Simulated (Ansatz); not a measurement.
A relaxed 1×1 slab of 6 planes, cut along (10-10) from a hcp crystal of one element, has a cell area of 10.80 Å² and a bulk spacing of 0.739 Å between its first planes. All-electron LAPW in Ansatz 0.2.0 (PBE, scalar-relativistic, no spin polarisation) gives γ = 1.36 J/m², Φ = 4.63 eV and a change of the outer spacing of -19.5 %. The hcp structure needn't be the element's own.

**Question.** Which element is it?

**Answer.** Cu. Neighbours weren't tried against these numbers.
